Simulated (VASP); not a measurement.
# BaO (Fm-3m) in VASP: notebook

The runs below take BaO through relaxation of cell and atoms, with PBE, LDA.

Program: VASP 6.6.1. These are calculated values, not measurements. Logs are shortened: lines on timing, memory, paths and dates and some standing lists are left out, and cuts for length are marked.

## Step 1: Starting point

It takes space group Fm-3m (No. 225, cubic). The conventional cell has a = 5.500 Å, b = 5.500 Å, c = 5.500 Å, α = 90.00°, β = 90.00°, γ = 90.00°. Around Ba (site symmetry m-3m) lie 6 O at 2.75 Å. Around O (site symmetry m-3m) lie 6 Ba at 2.75 Å.

## Step 2: Relaxation of cell and atoms, PBE

The input, INCAR:

```
PREC = Accurate ; ENCUT = 600
EDIFF = 1E-6 ; ISMEAR = 0
SIGMA = 0.03 ; LREAL = False
LASPH = True ; NELM = 80
ALGO = Normal ; ISIF = 3
LWAVE = False ; LCHARG = False
GGA = PE ; IBRION = 2
NSW = 90 ; EDIFFG = -0.01
```

The input, KPOINTS:

```
Automatic mesh
0
Gamma
  8 8 8
```

The input, POSCAR:

```
BaO
1.0
    0.0000000000      2.7500000000      2.7500000000
    2.7500000000      0.0000000000      2.7500000000
    2.7500000000      2.7500000000      0.0000000000
Ba O
1 1
Direct
    0.0000000000      0.0000000000      0.0000000000
    0.5000000000      0.5000000000      0.5000000000
```

Potentials or basis: VASP PAW PBE potentials, release 64 (Ba_sv, O).

On the command line:

```bash
$ cat potpaw_PBE.64/Ba_sv/POTCAR potpaw_PBE.64/O/POTCAR > POTCAR
$ mpirun -np 1 vasp_std > vasp.out
```

OUTCAR:

```text
PREC = Accurate
   ENCUT = 600
   EDIFF = 1E-6
   ISMEAR = 0
   LREAL = False
   LASPH = True
   NELM = 80
   ISIF = 3
   GGA = PE
   IBRION = 2
   NSW = 90
   EDIFFG = -0.01

 ion  position               nearest neighbor table
   1  0.000  0.000  0.000-   2 2.75   2 2.75   2 2.75   2 2.75   2 2.75   2 2.75
   2  0.500  0.500  0.500-   1 2.75   1 2.75   1 2.75   1 2.75   1 2.75   1 2.75

  LATTYP: Found a face centered cubic cell.
 ALAT       =     5.5000000000

  Lattice vectors:

 A1 = (   0.0000000000,   2.7500000000,   2.7500000000)
 A2 = (   2.7500000000,   0.0000000000,   2.7500000000)
 A3 = (   2.7500000000,   2.7500000000,   0.0000000000)

Analysis of symmetry for initial positions (statically):
=====================================================================
 Subroutine PRICEL returns:
 Original cell was already a primitive cell.

 Routine SETGRP: Setting up the symmetry group for a
 face centered cubic supercell.

 Subroutine GETGRP returns: Found 48 space group operations
 (whereof 48 operations were pure point group operations)
 out of a pool of 48 trial point group operations.

The static configuration has the point symmetry O_h .

Analysis of symmetry for dynamics (positions and initial velocities):
=====================================================================
 Subroutine PRICEL returns:
 Original cell was already a primitive cell.

 Routine SETGRP: Setting up the symmetry group for a
 face centered cubic supercell.

 Subroutine GETGRP returns: Found 48 space group operations
 (whereof 48 operations were pure point group operations)
 out of a pool of 48 trial point group operations.

The dynamic configuration has the point symmetry O_h .

 Subroutine INISYM returns: Found 48 space group operations
 (whereof 48 operations are pure point group operations),
 and found     1 'primitive' translations

----------------------------------------------------------------------------------------

                                     Primitive cell

  volume of cell :      41.5938

  direct lattice vectors                    reciprocal lattice vectors
     0.000000000  2.750000000  2.750000000    -0.181818182  0.181818182  0.181818182
     2.750000000  0.000000000  2.750000000     0.181818182 -0.181818182  0.181818182
     2.750000000  2.750000000  0.000000000     0.181818182  0.181818182 -0.181818182

  length of vectors
     3.889087297  3.889087297  3.889087297     0.314918329  0.314918329  0.314918329

  position of ions in fractional coordinates (direct lattice)
     0.000000000  0.000000000  0.000000000
     0.500000000  0.500000000  0.500000000

  ion indices of the primitive-cell ions
[... 100 lines left out ...]
   GGA     = PE    functional components
   LHFCALC =     F    Hartree Fock is set to
   AEXX    =    0.0000 exact exchange contribution
   IVDW    =     0    specifies the selected vdW correction
   LEPSILON=     F    determine dielectric tensor
   LRPA    =     F    only Hartree local field effects (RPA)
 conjugate gradient relaxation of ions
 non-spin polarized calculation
 Gauss-broadening in eV      SIGMA  =   0.03
  energy-cutoff  :      600.00
  volume of cell :       41.59
 maximum number of plane-waves:      1411
   NGX = 15   NGY = 15   NGZ = 15

--------------------------------------- Ionic step        1  -------------------------------------------

 number of electron      15.9999997 magnetization

 Free energy of the ion-electron system (eV)
  ---------------------------------------------------
  ext. energy  EPLUGINS =         0.00000000
  ---------------------------------------------------
  free energy    TOTEN  =       -11.77217533 eV

  energy without entropy =      -11.77217533  energy(sigma->0) =      -11.77217533

------------------------ aborting loop because EDIFF is reached ----------------------------------------

  FORCE on cell =-STRESS in cart. coord.  units (eV):
  Direction    XX          YY          ZZ          XY          YZ          ZX
  --------------------------------------------------------------------------------------
  -------------------------------------------------------------------------------------
  Total        1.2453832      1.2453832      1.2453832      0.0000000      0.0000000      0.0000000
  in kB       47.9717449     47.9717449     47.9717449      0.0000000      0.0000000      0.0000000
  external PRESSURE =      47.9717449 kB  Pullay stress =       0.0000000 kB
[... 59 lines left out ...]
--------------------------------------- Ionic step        3  -------------------------------------------

 number of electron      16.0000004 magnetization

 Free energy of the ion-electron system (eV)
  ---------------------------------------------------
  ext. energy  EPLUGINS =         0.00000000
  ---------------------------------------------------
  free energy    TOTEN  =       -11.80930088 eV

  energy without entropy =      -11.80930088  energy(sigma->0) =      -11.80930088

 E-fermi :   1.7491     XC(G=0):  -9.4364

 val. band max:        1.6045531472   @ k =   0.5000   0.5000   0.0000
 cond. band min:       3.7071638874   @ k =   0.5000   0.5000   0.0000
 fundamental gap:      2.1026107402
 Fermi energy:         1.7490804556

 k-point     1 :       0.0000    0.0000    0.0000
  band No.  band energies     occupation
      1     -24.3132      2.00000
      2     -13.2952      2.00000
      3      -8.8988      2.00000
      4      -8.8988      2.00000
      5      -8.8988      2.00000
      6       1.3627      2.00000
      7       1.3627      2.00000
      8       1.3627      2.00000
      9       4.9840      0.00000
     10       6.3057      0.00000
     11       6.3057      0.00000
     12       6.3057      0.00000
[... 331 lines left out ...]
 k-point    24 :      -0.3750    0.2500    0.1250
  band No.  band energies     occupation
      1     -24.0667      2.00000
      2     -13.7762      2.00000
      3      -9.4538      2.00000
      4      -9.4487      2.00000
      5      -9.0046      2.00000
      6       0.2193      2.00000
      7       0.7747      2.00000
      8       0.8463      2.00000
      9       6.4292      0.00000
     10       7.0198      0.00000
     11       9.2262      0.00000
     12       9.3197      0.00000

 [... further k-points ...]

------------------------ aborting loop because EDIFF is reached ----------------------------------------

  FORCE on cell =-STRESS in cart. coord.  units (eV):
  Direction    XX          YY          ZZ          XY          YZ          ZX
  --------------------------------------------------------------------------------------
  -------------------------------------------------------------------------------------
  Total        0.0020301      0.0020301      0.0020301      0.0000000      0.0000000      0.0000000
  in kB        0.0735596      0.0735596      0.0735596      0.0000000      0.0000000      0.0000000
  external PRESSURE =       0.0735596 kB  Pullay stress =       0.0000000 kB
[... 17 lines left out ...]
  FREE ENERGIE OF THE ION-ELECTRON SYSTEM (eV)
  ---------------------------------------------------
  free  energy   TOTEN  =       -11.8093008799 eV

  energy  without entropy=      -11.8093008799  energy(sigma->0) =      -11.80930088

 reached required accuracy - stopping structural energy minimisation
```

OSZICAR:

```text
N       E                     dE             d eps       ncg     rms          rms(c)
DAV:   1     0.963280230575E+02    0.96328E+02   -0.88485E+03   696   0.139E+03
DAV:   2    -0.943522146250E+01   -0.10576E+03   -0.95683E+02   984   0.250E+02
DAV:   3    -0.143121998121E+02   -0.48770E+01   -0.48288E+01   884   0.560E+01
[... 29 lines left out ...]
DAV:   5    -0.118090489270E+02   -0.54406E-04   -0.14029E-04   828   0.130E-01    0.833E-02
DAV:   6    -0.118093132657E+02   -0.26434E-03   -0.49369E-04   812   0.209E-01    0.405E-02
DAV:   7    -0.118093026546E+02    0.10611E-04   -0.42247E-05   792   0.541E-02    0.216E-02
DAV:   8    -0.118093012822E+02    0.13723E-05   -0.76223E-06   856   0.258E-02    0.363E-03
DAV:   9    -0.118093008799E+02    0.40235E-06   -0.51951E-07   356   0.656E-03
   3 F= -.11809301E+02 E0= -.11809301E+02  d E =-.371256E-01
```

CONTCAR:

```text
BaO
   1.00000000000000
    -0.0000000000000000    2.8066565103588101    2.8066565103588101
     2.8066565103588101    0.0000000000000000    2.8066565103588101
     2.8066565103588101    2.8066565103588101    0.0000000000000000
  Ba              O
     1     1
Direct
     0.0000000000000000    0.0000000000000000    0.0000000000000000
     0.5000000000000000    0.5000000000000000    0.5000000000000000

  0.00000000E+00  0.00000000E+00  0.00000000E+00
  0.00000000E+00  0.00000000E+00  0.00000000E+00
```

Run time: 18 s. Hardware: 1 thread of Intel Xeon 6975P-C (Granite Rapids), shared host; peak memory 0.19 GiB.

Results:

```
Free energy                            : -11.8093 eV
Relaxed volume                         : 22.11 Å³/atom
Relaxed cell                           : a = 3.969 Å, b = 3.969 Å, c = 3.969 Å, α = 60.00°, β = 60.00°, γ = 60.00°
Space group after relaxing (to 0.05 Å) : Fm-3m (No. 225)
Energy gained by relaxing              : 18.6 meV/atom
Ionic steps                            : 3
Pressure after relaxing                : 0.0 GPa
Band gap on the k mesh                 : 2.10 eV, direct
```

Step by step:
| step | energy change (eV) | largest force (eV/Å) | pressure (GPa) | volume (Å³) |
| --- | --- | --- | --- | --- |
| 1 | 0.0000 | 0.0000 | 4.80 | 41.59 |
| 2 | -0.0302 | 0.0000 | -1.75 | 45.46 |
| 3 | -0.0371 | 0.0000 | 0.01 | 44.22 |

Final structure:
```
Ba O
1.0
     0.00000    2.80666    2.80666
     2.80666    0.00000    2.80666
     2.80666    2.80666    0.00000
Ba O
1 1
Direct
  0.00000 0.00000 0.00000
  0.50000 0.50000 0.50000
```

Caveat: spin-orbit coupling is left out, which moves the levels of the heavy elements.

## Step 3: Relaxation of cell and atoms, PBE

This run uses another cell than the first one, of 22.11 Å³/atom, 1.063 times its volume.

The input, INCAR:

```
PREC = Accurate ; ENCUT = 600
EDIFF = 1E-7 ; ISMEAR = 0
SIGMA = 0.03 ; LREAL = False
LASPH = True ; NELM = 80
ALGO = Normal ; ISIF = 3
LWAVE = False ; LCHARG = False
GGA = PE ; IBRION = 2
NSW = 90 ; EDIFFG = -0.005
```

KPOINTS is that of step 2.

The input, POSCAR:

```
BaO                                     
1.0
   -0.0000000000      2.8066565104      2.8066565104
    2.8066565104      0.0000000000      2.8066565104
    2.8066565104      2.8066565104      0.0000000000
  Ba              O             
     1     1
Direct
     0.0000000000000000    0.0000000000000000    0.0000000000000000
     0.5000000000000000    0.5000000000000000    0.5000000000000000
```

Potentials or basis: VASP PAW PBE potentials, release 64 (Ba_sv, O).

On the command line:

```bash
$ cat potpaw_PBE.64/Ba_sv/POTCAR potpaw_PBE.64/O/POTCAR > POTCAR
$ mpirun -np 1 vasp_std > vasp.out
```

Wall time 8.6 s (1 thread of Intel Xeon 6975P-C (Granite Rapids), shared host); peak memory 0.18 GiB.

The run converged. Its results:

- Free energy: -11.8116 eV
- Pressure after relaxing: 0.0 GPa
- Band gap on the k mesh: 2.10 eV, direct

Final structure:
```xyz
2
Lattice="0.0000 2.8067 2.8067 2.8067 0.0000 2.8067 2.8067 2.8067 0.0000" Properties=species:S:1:pos:R:3 pbc="T T T"
Ba    0.0000    0.0000    0.0000
O     2.8067    2.8067    2.8067
```

Levels at points of the mesh, in eV from the valence-band top:
| k point | band 6 | band 7 | band 8 | band 9 | band 10 | band 11 |
| --- | --- | --- | --- | --- | --- | --- |
| (0.00, 0.00, 0.00) | -0.24 | -0.24 | -0.24 | 3.38 | 4.70 | 4.70 |
| (0.50, 0.00, 0.00) | -1.84 | -1.30 | -1.30 | 4.88 | 7.04 | 7.04 |
| (0.50, 0.50, 0.00) | -0.10 | -0.10 | 0.00 | 2.10 | 5.82 | 8.71 |

Caveat: the relaxation stopped at its first step, so nothing moved; spin-orbit coupling is left out, which moves the levels of the heavy elements.

## Step 4: Relaxation of cell and atoms, LDA

The input, INCAR:

```
PREC = Accurate
ENCUT = 600
EDIFF = 1E-6
ISMEAR = 0
SIGMA = 0.03
LREAL = F
LASPH = T
NELM = 80
ALGO = Normal
ISIF = 3
LWAVE = F
LCHARG = F
IBRION = 2
NSW = 90
EDIFFG = -0.01
```

KPOINTS is that of step 3.

The input, POSCAR:

```
BaO
1.0
    0.0000000000      2.7500000000      2.7500000000
    2.7500000000      0.0000000000      2.7500000000
    2.7500000000      2.7500000000      0.0000000000
Ba O
1 1
Direct
    0.0000000000      0.0000000000      0.0000000000
    0.5000000000      0.5000000000      0.5000000000
```

Potentials or basis: VASP PAW LDA potentials, release 64 (Ba_sv, O).

On the command line:

```bash
$ cat potpaw_LDA.64/Ba_sv/POTCAR potpaw_LDA.64/O/POTCAR > POTCAR
$ mpirun -np 1 vasp_std > vasp.out
```

OUTCAR:

```text
PREC = Accurate
   ENCUT = 600
   EDIFF = 1E-6
   ISMEAR = 0
   LREAL = F
   LASPH = T
   NELM = 80
   ISIF = 3
   IBRION = 2
   NSW = 90
   EDIFFG = -0.01

 ion  position               nearest neighbor table
   1  0.000  0.000  0.000-   2 2.75   2 2.75   2 2.75   2 2.75   2 2.75   2 2.75
   2  0.500  0.500  0.500-   1 2.75   1 2.75   1 2.75   1 2.75   1 2.75   1 2.75

  LATTYP: Found a face centered cubic cell.
 ALAT       =     5.5000000000

  Lattice vectors:

 A1 = (   0.0000000000,   2.7500000000,   2.7500000000)
 A2 = (   2.7500000000,   0.0000000000,   2.7500000000)
 A3 = (   2.7500000000,   2.7500000000,   0.0000000000)

Analysis of symmetry for initial positions (statically):
=====================================================================
 Subroutine PRICEL returns:
 Original cell was already a primitive cell.

 Routine SETGRP: Setting up the symmetry group for a
 face centered cubic supercell.

 Subroutine GETGRP returns: Found 48 space group operations
 (whereof 48 operations were pure point group operations)
 out of a pool of 48 trial point group operations.

The static configuration has the point symmetry O_h .

Analysis of symmetry for dynamics (positions and initial velocities):
=====================================================================
 Subroutine PRICEL returns:
 Original cell was already a primitive cell.

 Routine SETGRP: Setting up the symmetry group for a
 face centered cubic supercell.

 Subroutine GETGRP returns: Found 48 space group operations
 (whereof 48 operations were pure point group operations)
 out of a pool of 48 trial point group operations.

The dynamic configuration has the point symmetry O_h .

 Subroutine INISYM returns: Found 48 space group operations
 (whereof 48 operations are pure point group operations),
 and found     1 'primitive' translations

----------------------------------------------------------------------------------------

                                     Primitive cell
[... 136 lines left out ...]
  ext. energy  EPLUGINS =         0.00000000
  ---------------------------------------------------
  free energy    TOTEN  =       -13.11153863 eV

  energy without entropy =      -13.11153863  energy(sigma->0) =      -13.11153863

------------------------ aborting loop because EDIFF is reached ----------------------------------------

  FORCE on cell =-STRESS in cart. coord.  units (eV):
  Direction    XX          YY          ZZ          XY          YZ          ZX
  --------------------------------------------------------------------------------------
  -------------------------------------------------------------------------------------
  Total       -0.2555723     -0.2555723     -0.2555723      0.0000000     -0.0000000      0.0000000
  in kB       -9.8445584     -9.8445584     -9.8445584      0.0000000     -0.0000000      0.0000000
  external PRESSURE =      -9.8445584 kB  Pullay stress =       0.0000000 kB
[... 59 lines left out ...]
--------------------------------------- Ionic step        3  -------------------------------------------

 number of electron      15.9999997 magnetization

 Free energy of the ion-electron system (eV)
  ---------------------------------------------------
  ext. energy  EPLUGINS =         0.00000000
  ---------------------------------------------------
  free energy    TOTEN  =       -13.11306445 eV

  energy without entropy =      -13.11306445  energy(sigma->0) =      -13.11306445

 E-fermi :   1.9119     XC(G=0): -10.2200

 val. band max:        1.7783436302   @ k =   0.5000   0.5000   0.0000
 cond. band min:       3.4774346750   @ k =   0.5000   0.5000   0.0000
 fundamental gap:      1.6990910449
 Fermi energy:         1.9118548776

 k-point     1 :       0.0000    0.0000    0.0000
  band No.  band energies     occupation
      1     -23.9874      2.00000
      2     -13.0194      2.00000
      3      -8.4306      2.00000
      4      -8.4306      2.00000
      5      -8.4306      2.00000
      6       1.3225      2.00000
      7       1.3225      2.00000
      8       1.3225      2.00000
      9       5.2392      0.00000
     10       6.3509      0.00000
     11       6.3509      0.00000
     12       6.3509      0.00000
[... 331 lines left out ...]
 k-point    24 :      -0.3750    0.2500    0.1250
  band No.  band energies     occupation
      1     -23.6382      2.00000
      2     -13.7047      2.00000
      3      -9.1495      2.00000
      4      -9.1263      2.00000
      5      -8.5342      2.00000
      6       0.0491      2.00000
      7       0.7344      2.00000
      8       0.7999      2.00000
      9       6.5275      0.00000
     10       7.1489      0.00000
     11       9.7293      0.00000
     12       9.7829      0.00000

 [... further k-points ...]

------------------------ aborting loop because EDIFF is reached ----------------------------------------

  FORCE on cell =-STRESS in cart. coord.  units (eV):
  Direction    XX          YY          ZZ          XY          YZ          ZX
  --------------------------------------------------------------------------------------
  -------------------------------------------------------------------------------------
  Total       -0.0002783     -0.0002783     -0.0002783     -0.0000000      0.0000000     -0.0000000
  in kB       -0.0108467     -0.0108467     -0.0108467     -0.0000000      0.0000000     -0.0000000
  external PRESSURE =      -0.0108467 kB  Pullay stress =       0.0000000 kB
[... 17 lines left out ...]
  FREE ENERGIE OF THE ION-ELECTRON SYSTEM (eV)
  ---------------------------------------------------
  free  energy   TOTEN  =       -13.1130644511 eV

  energy  without entropy=      -13.1130644511  energy(sigma->0) =      -13.11306445

 reached required accuracy - stopping structural energy minimisation
```

It took 13 s on 1 thread of Intel Xeon 6975P-C (Granite Rapids), shared host; peak memory 0.17 GiB.

What came out:

- Free energy: -13.1131 eV
- Relaxed volume: 20.55 Å³/atom
- Relaxed cell: a = 3.874 Å, b = 3.874 Å, c = 3.874 Å, α = 60.00°, β = 60.00°, γ = 60.00°
- Space group after relaxing (to 0.05 Å): Fm-3m (No. 225)
- Energy gained by relaxing: 0.8 meV/atom
- Ionic steps: 3
- Pressure after relaxing: 0.0 GPa
- Band gap on the k mesh: 1.70 eV, direct

The path:
| step | energy change (eV) | largest force (eV/Å) | pressure (GPa) | volume (Å³) |
| --- | --- | --- | --- | --- |
| 1 | 0.0000 | 0.0000 | -0.98 | 41.59 |
| 2 | -0.0010 | 0.0000 | 0.57 | 40.83 |
| 3 | -0.0015 | 0.0000 | 0.00 | 41.10 |

Final structure:
```cif
data_structure
_symmetry_space_group_name_H-M 'P 1'
_symmetry_Int_Tables_number 1
_cell_length_a 3.8737
_cell_length_b 3.8737
_cell_length_c 3.8737
_cell_angle_alpha 60.000
_cell_angle_beta 60.000
_cell_angle_gamma 60.000
_cell_volume 41.10
loop_
_atom_site_label
_atom_site_type_symbol
_atom_site_fract_x
_atom_site_fract_y
_atom_site_fract_z
_atom_site_occupancy
Ba1 Ba 0.00000 0.00000 0.00000 1
O1 O 0.50000 0.50000 0.50000 1
```

Levels at points of the mesh, in eV from the valence-band top:
```tsv
k point	band 6	band 7	band 8	band 9	band 10	band 11
(0.00, 0.00, 0.00)	-0.46	-0.46	-0.46	3.46	4.57	4.57
(0.50, 0.00, 0.00)	-2.22	-1.68	-1.68	4.85	7.22	7.22
(0.50, 0.50, 0.00)	-0.22	-0.22	0.00	1.70	6.07	9.06
```

Caveat: spin-orbit coupling is left out, which moves the levels of the heavy elements.

(Part 1 of 2 ends here.)
